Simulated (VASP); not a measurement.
# TePb (Fm-3m) in VASP: single point with PBE

Aim: the single point of TePb with PBE.

Everything below comes from runs of VASP 6.6.1. Logs are shortened: lines on timing, memory, paths and dates and some standing lists are left out, and cuts for length are marked.

**The experiment to reproduce.**

A printed reference work, monograph reports, for a bulk crystal of TePb at 4.2 K: band gap 0.19 eV (direct).

How close the calculation comes is told below.

**1. The cell of the first run**

Symmetry: Fm-3m, No. 225, cubic system. The conventional cell has a = 6.570 Å, b = 6.570 Å, c = 6.570 Å, α = 90.00°, β = 90.00°, γ = 90.00°. Te (site symmetry m-3m) has 6 Pb at 3.28 Å within 4.3 Å. Within 4.3 Å of Pb (site symmetry m-3m) lie 6 Te at 3.28 Å.

**2. Single point, PBE**

INCAR reads:

```
ALGO = Normal
EDIFF = 1E-6
ENCUT = 500
GGA = PE
GGA_COMPAT = False
ISIF = 2
ISMEAR = 0
LASPH = True
LCHARG = True
LELF = True
LREAL = False
LVHAR = True
LWAVE = False
NBANDS = 17
NELM = 120
PREC = Accurate
SIGMA = 0.01
```

KPOINTS reads:

```
k-points
0
Gamma
  6 6 6
```

POSCAR reads:

```
TePb
1.0
    0.0000000000      3.2847576113      3.2847576113
    3.2847576113      0.0000000000      3.2847576113
    3.2847576113      3.2847576113      0.0000000000
Te Pb
1 1
Direct
    0.5000000000      0.5000000000      0.5000000000
    0.0000000000      0.0000000000      0.0000000000
```

Potentials or basis: VASP PAW PBE potentials, release 64 (Te, Pb_d).

Started as:

```sh
cat potpaw_PBE.64/Te/POTCAR potpaw_PBE.64/Pb_d/POTCAR > POTCAR
mpirun -np 1 vasp_std > vasp.out
```

OUTCAR:

```text
EDIFF = 1E-6
   ENCUT = 500
   GGA = PE
   ISIF = 2
   ISMEAR = 0
   LASPH = True
   LREAL = False
   NELM = 120
   PREC = Accurate

 ion  position               nearest neighbor table
   1  0.500  0.500  0.500-   2 3.28   2 3.28   2 3.28   2 3.28   2 3.28   2 3.28
   2  0.000  0.000  0.000-   1 3.28   1 3.28   1 3.28   1 3.28   1 3.28   1 3.28

  LATTYP: Found a face centered cubic cell.
 ALAT       =     6.5695152226

  Lattice vectors:

 A1 = (   0.0000000000,   3.2847576113,   3.2847576113)
 A2 = (   3.2847576113,   0.0000000000,   3.2847576113)
 A3 = (   3.2847576113,   3.2847576113,   0.0000000000)

Analysis of symmetry for initial positions (statically):
=====================================================================
 Subroutine PRICEL returns:
 Original cell was already a primitive cell.

 Routine SETGRP: Setting up the symmetry group for a
 face centered cubic supercell.

 Subroutine GETGRP returns: Found 48 space group operations
 (whereof 48 operations were pure point group operations)
 out of a pool of 48 trial point group operations.

The static configuration has the point symmetry O_h .

Analysis of symmetry for dynamics (positions and initial velocities):
=====================================================================
 Subroutine PRICEL returns:
 Original cell was already a primitive cell.

 Routine SETGRP: Setting up the symmetry group for a
 face centered cubic supercell.

 Subroutine GETGRP returns: Found 48 space group operations
 (whereof 48 operations were pure point group operations)
 out of a pool of 48 trial point group operations.

The dynamic configuration has the point symmetry O_h .

 Subroutine INISYM returns: Found 48 space group operations
 (whereof 48 operations are pure point group operations),
 and found     1 'primitive' translations

----------------------------------------------------------------------------------------

                                     Primitive cell

  volume of cell :      70.8827

  direct lattice vectors                    reciprocal lattice vectors
     0.000000000  3.284757611  3.284757611    -0.152218233  0.152218233  0.152218233
     3.284757611  0.000000000  3.284757611     0.152218233 -0.152218233  0.152218233
     3.284757611  3.284757611  0.000000000     0.152218233  0.152218233 -0.152218233

  length of vectors
     4.645348763  4.645348763  4.645348763     0.263649714  0.263649714  0.263649714

  position of ions in fractional coordinates (direct lattice)
     0.500000000  0.500000000  0.500000000
     0.000000000  0.000000000  0.000000000

  ion indices of the primitive-cell ions
   primitive index   ion index
                 1           1
                 2           2

----------------------------------------------------------------------------------------

 KPOINTS: k-points

Automatic generation of k-mesh.
 Grid dimensions read from file:
 generate k-points for:    6    6    6

 Generating k-lattice:

  Cartesian coordinates                     Fractional coordinates (reciprocal lattice)
    -0.025369706  0.025369706  0.025369706     0.166666667  0.000000000  0.000000000
     0.025369706 -0.025369706  0.025369706     0.000000000  0.166666667  0.000000000
     0.025369706  0.025369706 -0.025369706     0.000000000  0.000000000  0.166666667

  Length of vectors
     0.043941619  0.043941619  0.043941619

  Shift w.r.t. Gamma in fractional coordinates (k-lattice)
     0.000000000  0.000000000  0.000000000

 Subroutine IBZKPT returns following result:
 ===========================================

 Found     16 irreducible k-points:

 Following reciprocal coordinates:
            Coordinates               Weight
  0.000000  0.000000  0.000000      1.000000
  0.166667  0.000000  0.000000      8.000000
  0.333333  0.000000  0.000000      8.000000
  0.500000  0.000000  0.000000      4.000000
  0.166667  0.166667  0.000000      6.000000
  0.333333  0.166667  0.000000     24.000000
[... 8 lines left out ...]
 -0.333333  0.333333  0.166667     24.000000
 -0.333333  0.500000  0.166667     12.000000
   k-points           NKPTS =     16   k-points in BZ     NKDIM =     16   number of bands    NBANDS=     17
   number of dos      NEDOS =    301   number of ions     NIONS =      2
   total plane-waves  NPLWV =  46656
   dimension x,y,z NGX =    36 NGY =   36 NGZ =   36
   dimension x,y,z NGXF=    72 NGYF=   72 NGZF=   72
   ions per type =               1   1
   NGX,Y,Z   is equivalent  to a cutoff of  12.88, 12.88, 12.88 a.u.
   NGXF,Y,Z  is equivalent  to a cutoff of  25.77, 25.77, 25.77 a.u.
 SYSTEM =  unknown system
   PREC   = accura    normal or accurate (medium, high low for compatibility)
   ISTART =      0    job   : 0-new  1-cont  2-samecut
   ICHARG =      2    charge: 1-file 2-atom 10-const
   ISPIN  =      1    spin polarized calculation?
   LNONCOLLINEAR =      F non collinear calculations
   LSORBIT =      F    spin-orbit coupling
   LASPH  =      T    aspherical Exc in radial PAW
   ENCUT  =  500.0 eV  36.75 Ry    6.06 a.u.   8.47  8.47  8.47*2*pi/ulx,y,z
   NELM   =    120;   NELMIN=  2; NELMDL= -5     # of ELM steps
   EDIFF  = 0.1E-05   stopping-criterion for ELM
   LREAL  =      F    real-space projection
   EDIFFG = 0.1E-04   stopping-criterion for IOM
   NSW    =      0    number of steps for IOM
   IBRION =     -1    ionic relax: 0-MD 1-quasi-New 2-CG
   NFREE  =      0    steps in history (QN), initial steepest desc. (CG)
   ISIF   =      2    stress and relaxation
   ISYM   =      2    0-nonsym 1-usesym 2-fastsym
   POTIM  = 0.5000    time-step for ionic-motion
   TEBEG  =    0.0;   TEEND  =   0.0 temperature during run
   PSTRESS=    0.0 pullay stress
   NELECT =      20.0000    total number of electrons
   NUPDOWN=      -1.0000    fix difference up-down
   EMIN   =  10.00;   EMAX   =-10.00  energy-range for DOS
   EFERMI =   0.00;   METHOD = LEGACY
   ISMEAR =     0;   SIGMA  =   0.01  broadening in eV -4-tet -1-fermi 0-gaus
   EFERMI_NEDOS =   21; number of points for ismear=-14 and -15
   IALGO  =     38    algorithm
   IMIX   =      4    mixing-type and parameters
     AMIX     =   0.40;   BMIX     =  1.00
     AMIX_MAG =   1.60;   BMIX_MAG =  1.00
  volume/ion in A,a.u.               =      35.44       239.17
  Fermi-wavevector in a.u.,A,eV,Ry     =   1.073754  2.029101 15.686808  1.152948
  Thomas-Fermi vector in A             =   2.209563
   LORBIT       =      0    0 simple, 1 ext, 2 COOP (PROOUT), +10 PAW based schemes
   GGA     = PE    functional components
   LHFCALC =     F    Hartree Fock is set to
   AEXX    =    0.0000 exact exchange contribution
   IVDW    =     0    specifies the selected vdW correction
   LEPSILON=     F    determine dielectric tensor
   LRPA    =     F    only Hartree local field effects (RPA)
 non-spin polarized calculation
 Gauss-broadening in eV      SIGMA  =   0.01
  energy-cutoff  :      500.00
  volume of cell :       70.88
 maximum number of plane-waves:      1820
 NGX is ok and might be reduce to    36
   NGX = 17   NGY = 17   NGZ = 17

 number of electron      19.9999999 magnetization

 Free energy of the ion-electron system (eV)
  ---------------------------------------------------
  ext. energy  EPLUGINS =         0.00000000
  ---------------------------------------------------
  free energy    TOTEN  =        -7.52391748 eV

  energy without entropy =       -7.52391748  energy(sigma->0) =       -7.52391748

 E-fermi :   5.0460     XC(G=0):  -9.0795

 val. band max:        4.9931229902   @ k =   0.5000   0.0000   0.0000
 cond. band min:       5.8256152689   @ k =   0.5000   0.0000   0.0000
 fundamental gap:      0.8324922787
 Fermi energy:         5.0460233386

 k-point     1 :       0.0000    0.0000    0.0000
  band No.  band energies     occupation
      1     -11.6492      2.00000
      2     -11.6492      2.00000
      3     -11.6436      2.00000
      4     -11.6436      2.00000
      5     -11.6436      2.00000
      6      -6.6200      2.00000
[... 9 lines left out ...]
     16      10.9083      0.00000
     17      12.4030      0.00000

 k-point     2 :       0.1667    0.0000    0.0000
  band No.  band energies     occupation
      1     -11.6518      2.00000
      2     -11.6518      2.00000
      3     -11.6429      2.00000
      4     -11.6403      2.00000
      5     -11.6403      2.00000
      6      -6.4003      2.00000
[... 9 lines left out ...]
     16      11.3954      0.00000
     17      13.8770      0.00000

 k-point     3 :       0.3333    0.0000    0.0000
  band No.  band energies     occupation
      1     -11.6578      2.00000
      2     -11.6578      2.00000
      3     -11.6418      2.00000
      4     -11.6330      2.00000
      5     -11.6330      2.00000
      6      -5.8062      2.00000
[... 9 lines left out ...]
     16      12.7106      0.00000
     17      15.7489      0.00000

 k-point     4 :       0.5000    0.0000    0.0000
  band No.  band energies     occupation
      1     -11.6609      2.00000
      2     -11.6609      2.00000
      3     -11.6412      2.00000
      4     -11.6292      2.00000
      5     -11.6292      2.00000
      6      -5.3119      2.00000
[... 9 lines left out ...]
     16      14.2562      0.00000
     17      14.2562      0.00000
[... 183 lines left out ...]
      1     -11.6743      2.00000
      2     -11.6504      2.00000
      3     -11.6433      2.00000
      4     -11.6308      2.00000
      5     -11.6283      2.00000
      6      -5.3910      2.00000
[... 9 lines left out ...]
     16      14.0680      0.00000
     17      14.4795      0.00000

 k-point    15 :      -0.3333    0.3333    0.1667
  band No.  band energies     occupation
      1     -11.6767      2.00000
      2     -11.6525      2.00000
      3     -11.6375      2.00000
      4     -11.6356      2.00000
      5     -11.6252      2.00000
      6      -5.0606      2.00000
[... 9 lines left out ...]
     16      15.2332      0.00000
     17      15.3770      0.00000

 k-point    16 :      -0.3333    0.5000    0.1667
  band No.  band energies     occupation
      1     -11.6865      2.00000
      2     -11.6469      2.00000
      3     -11.6445      2.00000
      4     -11.6300      2.00000
      5     -11.6225      2.00000
      6      -5.0075      2.00000
[... 9 lines left out ...]
     16      15.5276      0.00000
     17      16.3831      0.00000

------------------------ aborting loop because EDIFF is reached ----------------------------------------

  FORCE on cell =-STRESS in cart. coord.  units (eV):
  Direction    XX          YY          ZZ          XY          YZ          ZX
  --------------------------------------------------------------------------------------
  -------------------------------------------------------------------------------------
  Total       -0.0240168     -0.0240168     -0.0240168      0.0000000      0.0000000      0.0000000
  in kB       -0.5428565     -0.5428565     -0.5428565      0.0000000      0.0000000      0.0000000
  external PRESSURE =      -0.5428565 kB  Pullay stress =       0.0000000 kB

 VOLUME and BASIS-vectors are now :
 -----------------------------------------------------------------------------
  energy-cutoff  :      500.00
  volume of cell :       70.88
      direct lattice vectors                 reciprocal lattice vectors
     0.000000000  3.284757611  3.284757611    -0.152218233  0.152218233  0.152218233
     3.284757611  0.000000000  3.284757611     0.152218233 -0.152218233  0.152218233
     3.284757611  3.284757611  0.000000000     0.152218233  0.152218233 -0.152218233

 POSITION                                       TOTAL-FORCE (eV/Angst)
 -----------------------------------------------------------------------------------
      3.28476      3.28476      3.28476         0.000000      0.000000     -0.000000
      0.00000      0.00000      0.00000         0.000000      0.000000      0.000000
 -----------------------------------------------------------------------------------
    total drift:                               -0.000000      0.000000      0.000000

  FREE ENERGIE OF THE ION-ELECTRON SYSTEM (eV)
  ---------------------------------------------------
  free  energy   TOTEN  =        -7.5239174764 eV

  energy  without entropy=       -7.5239174764  energy(sigma->0) =       -7.52391748
```

Run time: 40 s. Hardware: 1 thread of Intel Xeon 8259CL, shared host; peak memory 0.2 GiB.

What came out:

```
Free energy            : -7.5239 eV
Pressure               : -0.1 GPa
Band gap on the k mesh : 0.83 eV
```

Levels at points of the mesh, in eV from the valence-band top:
| k point | band 6 | band 7 | band 8 | band 9 | band 10 | band 11 | band 12 | band 13 | band 14 | band 15 |
| --- | --- | --- | --- | --- | --- | --- | --- | --- | --- | --- |
| (0.00, 0.00, 0.00) | -11.61 | -5.71 | -1.15 | -1.15 | -1.15 | 4.03 | 4.03 | 4.03 | 5.92 | 5.92 |
| (0.50, 0.00, 0.00) | -10.30 | -8.33 | -0.73 | -0.73 | 0.00 | 0.83 | 1.40 | 1.40 | 8.34 | 9.14 |
| (0.50, 0.50, 0.00) | -10.10 | -7.21 | -4.11 | -2.51 | -2.51 | 3.51 | 5.30 | 5.30 | 6.43 | 10.00 |

Caveat: spin-orbit coupling is left out, which moves the levels of the heavy elements.

**3. Against experiment**

Step 2. A measured gap of TePb is 0.19 eV (direct; 4.2 K; a printed reference work, monograph); the calculated 0.83 eV misses it by +0.64 eV. Spin-orbit coupling on Pb, Te is left out. The value is that of PBE on a finite k mesh, which can miss the band edges, without temperature or zero-point motion.
